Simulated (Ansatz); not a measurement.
Here is an Ansatz 0.2.0 calculation.

The input input.yaml:

```yaml
crystal:
  lattice:
    - [3.3690001795, 0.0, 0.0]
    - [0.0, 5.33, 0.0]
    - [0.0, 0.0, 24.7254658028]
  atoms:
    - { symbol: Sb, position: [0.0, 0.75, 0.3033309892] }
    - { symbol: Sb, position: [0.5000000001, 0.25, 0.3426647914] }
    - { symbol: Sb, position: [0.5, 0.75, 0.4213323957] }
    - { symbol: Sb, position: [1.0e-10, 0.25, 0.4606661978] }
    - { symbol: Sb, position: [0.0, 0.75, 0.5393338022] }
    - { symbol: Sb, position: [0.5000000001, 0.25, 0.5786676043] }
    - { symbol: Sb, position: [0.5, 0.75, 0.6573352086] }
    - { symbol: Sb, position: [1.0e-10, 0.25, 0.6966690108] }
hamiltonian:
  xc: pbe
  pseudopotentials: { kind: paw }
kpoints:
  mp_grid: { grid: [8, 5, 1] }
scf:
  occupations: { method: fermi_dirac, width: 0.05 }
output:
  forces: true
  eigenvalues: true
  write_density: true
  write_potential: true
  elf: true
  volumetric_format: npy
efield:
  axis: 3
  dipole_correction: true
  ramp_width: 0.04
```

Potentials or basis: Ansatz PAW.

The run is started by

```bash
$ ansatz run input.yaml --threads 4 --pin off --max-ram 11264MiB --backend cpu --events-out ev --progress --plain --runs-dir out
```

**Question.** What does it give for the work function of the upper face?

**Answer.** 4.25 eV.

**Question.** Predict the work function of the lower face.

**Answer.** 4.25 eV.

**Question.** Estimate the band gap on the k mesh.

**Answer.** None (metal or under the smearing width).

Forces in eV/Å, atoms in the order of the input:
```
Sb   0.000  0.000  0.385
Sb   0.000  0.000 -0.278
Sb   0.000  0.000 -0.625
Sb   0.000  0.000 -0.226
Sb   0.000  0.000  0.226
Sb   0.000  0.000  0.625
Sb   0.000  0.000  0.278
Sb   0.000  0.000 -0.385
```

The run has no spin-orbit coupling, so splittings on Sb are missing.
